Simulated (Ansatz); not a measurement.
A crystal relaxed with r2SCAN in the PAW code Ansatz has space group Fm-3m (No. 225) and a = 4.204 Å.

```csv
atom,site,x,y,z
Mg,4a,0.0000,0.0000,0.0000
Xx,4b,0.5000,0.0000,0.0000
```

The r2SCAN gap is direct at Γ: 5.68 eV. With HSE06 the gap is 6.54 eV and direct, at Γ. Meshes: r2SCAN 10×10×10, HSE06 8×8×8. r2SCAN's ε∞ is 3.0 in all directions.

Problem. Which element is Xx?
A. Se
B. Te
C. O
D. S

Solution. C. Xx is O: MgO (started from an entry of an open crystallographic database). Mg is surrounded by 6 O at 2.10 Å; O is surrounded by 6 Mg at 2.10 Å.

Spin-unpolarised throughout; all numbers are computed.

The meshes of the hybrids are coarse, so their gaps aren't converged to the digits shown.
